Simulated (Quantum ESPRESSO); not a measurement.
# Ru (P6_3/mmc) in Quantum ESPRESSO: projected density of states with LDA

Aim: the projected density of states of Ru with LDA.

Everything below comes from runs of Quantum ESPRESSO 7.5. Logs are shortened: lines on timing, memory, paths and dates and some standing lists are left out, and cuts for length are marked.

## 1. The crystal as given

Symmetry: P6_3/mmc, No. 194, hexagonal system. Conventional cell: a = 2.706 Å, b = 2.706 Å, c = 4.282 Å, α = 90.00°, β = 90.00°, γ = 120.00°. Ru (site symmetry -6m2) has 12 Ru at 2.65 to 2.71 Å as nearest neighbours.

## 2. Projected density of states, LDA, spin-orbit coupling, no magnetisation

The input, pw.in:

```
&CONTROL
  calculation = 'scf'
  prefix = 'pwscf'
  outdir = './tmp'
  pseudo_dir = './pseudo'
  tprnfor = .true.
  tstress = .true.
  disk_io = 'low'
/
&SYSTEM
  space_group = 194
  A = 2.7058
  C = 4.2819
  nat = 1
  ntyp = 1
  ecutwfc = 84
  nbnd = 48
  input_dft = 'pz'
  occupations = 'smearing'
  smearing = 'gaussian'
  degauss = 0.00999582
  noncolin = .true.
  lspinorb = .true.
/
&ELECTRONS
  conv_thr = 4d-10
  electron_maxstep = 120
  mixing_beta = 0.5
/
ATOMIC_SPECIES
Ru   101.0700 Ru.upf
ATOMIC_POSITIONS crystal_sg
Ru     0.6666666667    0.3333333333    0.7500000000
K_POINTS automatic
9 9 5 0 0 0
```

The input, nscf.in:

```
&CONTROL
  calculation = 'nscf'
  prefix = 'pwscf'
  outdir = './tmp'
  pseudo_dir = './pseudo'
  disk_io = 'low'
/
&SYSTEM
  space_group = 194
  A = 2.7058
  C = 4.2819
  nat = 1
  ntyp = 1
  ecutwfc = 84
  nbnd = 48
  input_dft = 'pz'
  occupations = 'tetrahedra_opt'
  noncolin = .true.
  lspinorb = .true.
/
&ELECTRONS
  conv_thr = 1d-08
  electron_maxstep = 120
  mixing_beta = 0.5
/
ATOMIC_SPECIES
Ru   101.0700 Ru.upf
ATOMIC_POSITIONS crystal_sg
Ru     0.6666666667    0.3333333333    0.7500000000
K_POINTS automatic
14 14 8 0 0 0
```

The input, projwfc.in:

```
&PROJWFC
  prefix = 'pwscf'
  outdir = './tmp'
  filpdos = 'p'
  Emin = 8
  Emax = 33
  DeltaE = 0.05
/
```

Potentials or basis: PseudoDojo 0.4 FR PBEsol standard.

Started as:

```console
OMP_NUM_THREADS=1 pw.x -in pw.in > pw.out
OMP_NUM_THREADS=1 pw.x -in nscf.in > nscf.out
OMP_NUM_THREADS=1 projwfc.x -in projwfc.in > projwfc.out
```

pw.out:

```text
This program is part of the open-source Quantum ESPRESSO suite
     for quantum simulation of materials; please cite
         "P. Giannozzi et al., J. Phys.:Condens. Matter 21 395502 (2009);
         "P. Giannozzi et al., J. Phys.:Condens. Matter 29 465901 (2017);
         "P. Giannozzi et al., J. Chem. Phys. 152 154105 (2020);
     in publications or presentations arising from this work. More details at

     IMPORTANT: XC functional enforced from input :
     Exchange-correlation= PZ
                           (   1   1   0   0   0   0   0)
     Any further DFT definition will be discarded
     Please, verify this is what you really want

     G-vector sticks info
     --------------------
     sticks:   dense  smooth     PW     G-vecs:    dense   smooth      PW
     Sum         595     595    187                18953    18953    3091

     Using Slab Decomposition

     bravais-lattice index     =            4
     lattice parameter (alat)  =       5.1132  a.u.
     unit-cell volume          =     183.2125 (a.u.)^3
     number of atoms/cell      =            2
     number of atomic types    =            1
     number of electrons       =        32.00
     number of Kohn-Sham states=           48
     kinetic-energy cutoff     =      84.0000  Ry
     charge density cutoff     =     336.0000  Ry
     scf convergence threshold =      4.0E-10
     mixing beta               =       0.5000
     number of iterations used =            8  plain     mixing
     Exchange-correlation= PZ
                           (   1   1   0   0   0   0   0)
     Non magnetic calculation with spin-orbit

     celldm(1)=   5.113221  celldm(2)=   0.000000  celldm(3)=   1.582489
     celldm(4)=   0.000000  celldm(5)=   0.000000  celldm(6)=   0.000000

     crystal axes: (cart. coord. in units of alat)
               a(1) = (   1.000000   0.000000   0.000000 )
               a(2) = (  -0.500000   0.866025   0.000000 )
               a(3) = (   0.000000   0.000000   1.582489 )

     reciprocal axes: (cart. coord. in units 2 pi/alat)
               b(1) = (  1.000000  0.577350 -0.000000 )
               b(2) = (  0.000000  1.154701  0.000000 )
               b(3) = (  0.000000 -0.000000  0.631916 )

     PseudoPot. # 1 for Ru read from file:
     Ru.upf
     Pseudo is Norm-conserving + core correction, Zval = 16.0
     Generated using ONCVPSP code by D. R. Hamann
     Using radial grid of 1584 points, 10 beta functions with:
                l(1) =   0
                l(2) =   0
                l(3) =   1
                l(4) =   1
                l(5) =   1
                l(6) =   1
                l(7) =   2
                l(8) =   2
                l(9) =   2
               l(10) =   2

     atomic species   valence    mass     pseudopotential
     Ru               16.00   101.07000     Ru( 1.00)

     24 Sym. Ops., with inversion, found (12 have fractional translation)

   Cartesian axes

     site n.     atom                  positions (alat units)
         1        Ru     tau(   1) = (   0.5000000   0.2886751   1.1868671  )
         2        Ru     tau(   2) = (   0.0000000   0.5773503   0.3956224  )

     number of k points=    36  Gaussian smearing, width (Ry)=  0.0100
                       cart. coord. in units 2pi/alat
        k(    1) = (   0.0000000   0.0000000   0.0000000), wk =   0.0024691
        k(    2) = (   0.0000000   0.0000000   0.1263831), wk =   0.0049383
        k(    3) = (   0.0000000   0.0000000   0.2527663), wk =   0.0049383
        k(    4) = (   0.0000000   0.1283001   0.0000000), wk =   0.0148148
        k(    5) = (   0.0000000   0.1283001   0.1263831), wk =   0.0296296
        k(    6) = (   0.0000000   0.1283001   0.2527663), wk =   0.0296296
[... 28 lines left out ...]
        k(   35) = (   0.3333333   0.5773503   0.1263831), wk =   0.0098765
        k(   36) = (   0.3333333   0.5773503   0.2527663), wk =   0.0098765

     Dense  grid:    18953 G-vectors     FFT dimensions: (  30,  30,  48)

     Initial potential from superposition of free atoms

     starting charge      31.9986, renormalised to      32.0000
     Starting wfcs are   40 randomized atomic wfcs +    8 random wfcs

     Self-consistent Calculation

     iteration #  1     ecut=    84.00 Ry     beta= 0.50
     Davidson diagonalization with overlap
     ethr =  1.00E-02,  avg # of iterations =  4.6

     Threshold (ethr) on eigenvalues was too large:
     Diagonalizing with lowered threshold

     Davidson diagonalization with overlap
     ethr =  9.88E-04,  avg # of iterations =  1.2

     total energy              =    -403.92052086 Ry
     estimated scf accuracy    <       0.32312868 Ry

     iteration #  2     ecut=    84.00 Ry     beta= 0.50
     Davidson diagonalization with overlap
     ethr =  1.01E-03,  avg # of iterations =  2.0

     total energy              =    -403.99503042 Ry
     estimated scf accuracy    <       0.00828378 Ry

     iteration #  3     ecut=    84.00 Ry     beta= 0.50
     Davidson diagonalization with overlap
     ethr =  2.59E-05,  avg # of iterations =  4.6

     total energy              =    -403.99573656 Ry
     estimated scf accuracy    <       0.00101444 Ry

     iteration #  4     ecut=    84.00 Ry     beta= 0.50
     Davidson diagonalization with overlap
     ethr =  3.17E-06,  avg # of iterations =  3.5

     total energy              =    -403.99583463 Ry
     estimated scf accuracy    <       0.00003990 Ry

     iteration #  5     ecut=    84.00 Ry     beta= 0.50
     Davidson diagonalization with overlap
     ethr =  1.25E-07,  avg # of iterations =  2.0

     total energy              =    -403.99584082 Ry
     estimated scf accuracy    <       0.00000107 Ry

     iteration #  6     ecut=    84.00 Ry     beta= 0.50
     Davidson diagonalization with overlap
     ethr =  3.35E-09,  avg # of iterations =  2.0

     total energy              =    -403.99584091 Ry
     estimated scf accuracy    <       0.00000003 Ry

     iteration #  7     ecut=    84.00 Ry     beta= 0.50
     Davidson diagonalization with overlap
     ethr =  1.03E-10,  avg # of iterations =  2.5

     total energy              =    -403.99584092 Ry
     estimated scf accuracy    <          5.9E-09 Ry

     iteration #  8     ecut=    84.00 Ry     beta= 0.50
     Davidson diagonalization with overlap
     ethr =  1.86E-11,  avg # of iterations =  2.0

     End of self-consistent calculation

          k = 0.0000 0.0000 0.0000 (  2369 PWs)   bands (ev):

   -49.5055 -49.5055 -49.2976 -49.2976 -21.8110 -21.8110 -21.3215 -21.3215
   -18.6398 -18.6398 -18.0252 -18.0252 -17.8406 -17.8406 -17.7993 -17.7993
    15.3875  15.3875  17.1891  17.1891  20.6900  20.6900  20.9491  20.9491
    20.9808  20.9808  21.3490  21.3490  21.6456  21.6456  22.0150  22.0150
    22.1570  22.1570  24.5764  24.5764  24.7220  24.7220  24.7546  24.7546
    33.7203  33.7203  38.5249  38.5249  41.0911  41.0911  41.7175  41.7175

          k = 0.0000 0.0000 0.1264 (  2382 PWs)   bands (ev):

   -49.4860 -49.4860 -49.3178 -49.3178 -21.7599 -21.7599 -21.3640 -21.3640
   -18.5688 -18.5688 -18.0077 -18.0077 -17.8892 -17.8892 -17.8584 -17.8584
    15.8254  15.8254  17.3259  17.3259  20.5265  20.5265  20.6876  20.6876
    20.8307  20.8307  21.1345  21.1345  21.3872  21.3872  22.5683  22.5683
    22.6559  22.6559  23.4124  23.4124  24.5961  24.5961  24.7349  24.7349
    35.4894  35.4894  37.9246  37.9246  40.6383  40.6383  42.4667  42.4667

          k = 0.0000 0.0000 0.2528 (  2400 PWs)   bands (ev):

   -49.4345 -49.4345 -49.3702 -49.3702 -21.6306 -21.6306 -21.4795 -21.4795
   -18.3740 -18.3740 -18.1146 -18.1146 -17.9619 -17.9619 -17.9048 -17.9048
    16.8758  16.8758  17.4913  17.4913  20.4668  20.4668  20.4893  20.4893
    20.6815  20.6815  20.7187  20.7187  20.9162  20.9162  21.3435  21.3435
    23.5400  23.5400  23.6108  23.6108  24.3181  24.3181  24.4099  24.4099
    37.7949  37.7949  38.2651  38.2651  39.8971  39.8971  42.7548  42.7548

          k = 0.0000 0.1283 0.0000 (  2385 PWs)   bands (ev):

   -49.4876 -49.4876 -49.2907 -49.2907 -21.8169 -21.8169 -21.3630 -21.3630
   -18.6401 -18.6401 -18.0807 -18.0807 -17.9132 -17.9132 -17.8252 -17.8252
    15.8358  15.8358  17.5233  17.5233  20.2167  20.2167  21.1694  21.1694
    21.2540  21.2540  21.4107  21.4107  21.6654  21.6654  21.8018  21.8018
    21.9232  21.9232  22.7731  22.7731  24.8262  24.8262  27.3211  27.3211
    33.6493  33.6493  39.2246  39.2246  41.5761  41.5761  42.2308  42.2308

          k = 0.0000 0.1283 0.1264 (  2388 PWs)   bands (ev):

   -49.4690 -49.4690 -49.3097 -49.3097 -21.7704 -21.7704 -21.4032 -21.4032
   -18.5736 -18.5736 -18.0620 -18.0620 -17.9688 -17.9688 -17.8697 -17.8697
    16.2466  16.2466  17.6854  17.6854  20.2400  20.2400  20.7589  20.7589
    20.8163  20.8163  20.9609  20.9609  21.5767  21.5767  22.2062  22.2062
    22.4763  22.4763  22.7773  22.7773  24.7642  24.7642  26.2636  26.2636
    35.4900  35.4900  38.6610  38.6610  41.1169  41.1169  42.4109  42.4109
[... 246 lines left out ...]
   -49.2944 -49.2944 -49.2798 -49.2798 -21.8299 -21.8299 -21.7998 -21.7998
   -18.6956 -18.6956 -18.5127 -18.5127 -18.2764 -18.2764 -18.1009 -18.1009
    18.0336  18.0336  18.5061  18.5061  19.1970  19.1970  19.7809  19.7809
    20.3642  20.3642  21.2647  21.2647  22.2657  22.2657  22.7614  22.7614
    24.6227  24.6227  25.1865  25.1865  29.2245  29.2245  30.2037  30.2037
    34.3199  34.3199  35.4319  35.4319  35.8737  35.8737  37.6768  37.6768

          k = 0.3333 0.5774 0.0000 (  2400 PWs)   bands (ev):

   -49.2809 -49.2809 -49.2809 -49.2809 -21.8135 -21.8135 -21.8112 -21.8112
   -18.5523 -18.5523 -18.5048 -18.5048 -18.3571 -18.3571 -18.2913 -18.2913
    17.8302  17.8302  19.0886  19.0886  19.1100  19.1100  19.6463  19.6463
    20.5322  20.5322  20.6413  20.6413  22.3630  22.3630  24.4066  24.4066
    24.5473  24.5473  24.9263  24.9263  30.4981  30.4981  30.6015  30.6015
    30.6748  30.6748  37.4153  37.4153  38.9695  38.9695  39.2213  39.2213

          k = 0.3333 0.5774 0.1264 (  2376 PWs)   bands (ev):

   -49.2808 -49.2808 -49.2808 -49.2808 -21.8207 -21.8207 -21.8147 -21.8147
   -18.6430 -18.6430 -18.4909 -18.4909 -18.3440 -18.3440 -18.2107 -18.2107
    18.1420  18.1420  18.9391  18.9391  18.9838  18.9838  19.6759  19.6759
    20.6073  20.6073  20.6381  20.6381  22.2507  22.2507  24.0149  24.0149
    24.5476  24.5476  24.6134  24.6134  30.9007  30.9007  30.9827  30.9827
    31.5011  31.5011  36.4348  36.4348  36.8019  36.8019  36.9577  36.9577

          k = 0.3333 0.5774 0.2528 (  2349 PWs)   bands (ev):

   -49.2807 -49.2807 -49.2807 -49.2807 -21.8358 -21.8358 -21.8167 -21.8167
   -18.7249 -18.7249 -18.4973 -18.4973 -18.3229 -18.3229 -18.1162 -18.1162
    18.7196  18.7196  18.7817  18.7817  18.9216  18.9216  19.5700  19.5700
    20.6604  20.6604  20.7265  20.7265  22.1114  22.1114  22.6608  22.6608
    24.6751  24.6751  24.7071  24.7071  31.6290  31.6290  31.7449  31.7449
    33.3187  33.3187  34.9844  34.9844  35.1012  35.1012  35.2084  35.2084

     the Fermi energy is    23.5578 ev

!    total energy              =    -403.99584092 Ry
     estimated scf accuracy    <          7.4E-11 Ry
     smearing contrib. (-TS)   =      -0.00104691 Ry
     internal energy E=F+TS    =    -403.99479401 Ry

     The total energy is F=E-TS. E is the sum of the following terms:
     one-electron contribution =     -64.57030545 Ry
     hartree contribution      =      56.34273722 Ry
     xc contribution           =     -67.78281288 Ry
     ewald contribution        =    -327.98441289 Ry

     convergence has been achieved in   8 iterations

     Forces acting on atoms (cartesian axes, Ry/au):

     atom    1 type  1   force =     0.00000000    0.00000000    0.00000000
     atom    2 type  1   force =     0.00000000   -0.00000000    0.00000000

     Total force =     0.000000     Total SCF correction =     0.000000

     Computing stress (Cartesian axis) and pressure

          total   stress  (Ry/bohr**3)                   (kbar)     P=     -105.28
  -0.00069786   0.00000000   0.00000000         -102.66        0.00        0.00
   0.00000000  -0.00069786   0.00000000            0.00     -102.66        0.00
   0.00000000  -0.00000000  -0.00075133            0.00       -0.00     -110.52

=------------------------------------------------------------------------------=
   JOB DONE.
=------------------------------------------------------------------------------=
```

Wall time 3.7 min (1 thread of AMD EPYC 7B13 (Zen 3), shared host); peak memory 0.47 GiB.

Results:

- Free energy: -5496.6434 eV
- Pressure: -10.5 GPa
- Band gap on the k mesh: none (metal or under the smearing width)

Stress tensor (GPa, compression positive):
```
-10.27   0.00   0.00
  0.00 -10.27   0.00
  0.00   0.00 -11.05
```

States per cell in windows of 1 eV (zero at the Fermi level; states under -8 eV left out):
```tsv
from (eV)	total	Ru#1 d_j2.5 wfc4	Ru#2 d_j2.5 wfc4	Ru#1 d_j1.5 wfc5	Ru#2 d_j1.5 wfc5	Ru#1 s_j0.5 wfc6	Ru#2 s_j0.5 wfc6
-8.0	0.09	0.00	0.00	0.00	0.00	0.04	0.04
-7.0	0.53	0.08	0.08	0.06	0.06	0.11	0.11
-6.0	2.87	0.69	0.69	0.49	0.49	0.22	0.22
-5.0	2.39	0.62	0.62	0.47	0.47	0.09	0.09
-4.0	2.32	0.60	0.60	0.48	0.48	0.06	0.06
-3.0	3.25	0.84	0.84	0.68	0.68	0.08	0.08
-2.0	2.77	0.82	0.82	0.46	0.46	0.07	0.07
-1.0	1.78	0.53	0.53	0.28	0.28	0.05	0.05
0.0	1.84	0.54	0.54	0.33	0.33	0.03	0.03
1.0	3.19	0.96	0.96	0.57	0.57	0.05	0.05
2.0	0.54	0.10	0.10	0.05	0.05	0.09	0.09
3.0	0.51	0.06	0.06	0.03	0.03	0.11	0.11
4.0	0.46	0.04	0.04	0.02	0.02	0.10	0.10
5.0	0.42	0.02	0.02	0.01	0.01	0.08	0.08
6.0	0.43	0.02	0.02	0.01	0.01	0.07	0.07
7.0	0.41	0.01	0.01	0.00	0.00	0.07	0.07
```

Caveat: the potentials were made for another functional, which shifts forces and pressure.
